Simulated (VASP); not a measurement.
The system is SnSe.

```xyz
2
Lattice="0.0000 2.9758 2.9758 2.9758 0.0000 2.9758 2.9758 2.9758 0.0000" Properties=species:S:1:pos:R:3 pbc="T T T"
Sn    0.0000    0.0000    0.0000
Se    2.9758    2.9758    2.9758
```

Measurements of this composition are mostly on another form, of space group No. 62.

Base run:

* Program: VASP 6.6.1
* Functional: PBEsol
* Potentials or basis: VASP PAW PBE potentials, release 64 (Sn_d, Se)
* Cutoff: 700 eV
* k mesh: 10 × 10 × 10
* Occupations: gaussian, width 0.02 eV
* Spin: no spin polarisation

Its results: band gap on the k mesh 0.48 eV, indirect (least direct gap 0.58 eV); pressure 0.0 GPa.

Task: The run is repeated on the same cell with these changes: functional from PBEsol to r2SCAN; cutoff from 700 eV to 520 eV. What comes out?

Result: Band gap on the k mesh 0.50 eV, indirect (least direct gap 0.62 eV); pressure 1.9 GPa.

Caveats: the PAW data sets were made with another functional, which shifts forces and pressure a little; spin-orbit coupling is left out, which moves the levels of the heavy elements.

A k mesh can miss the band edges.
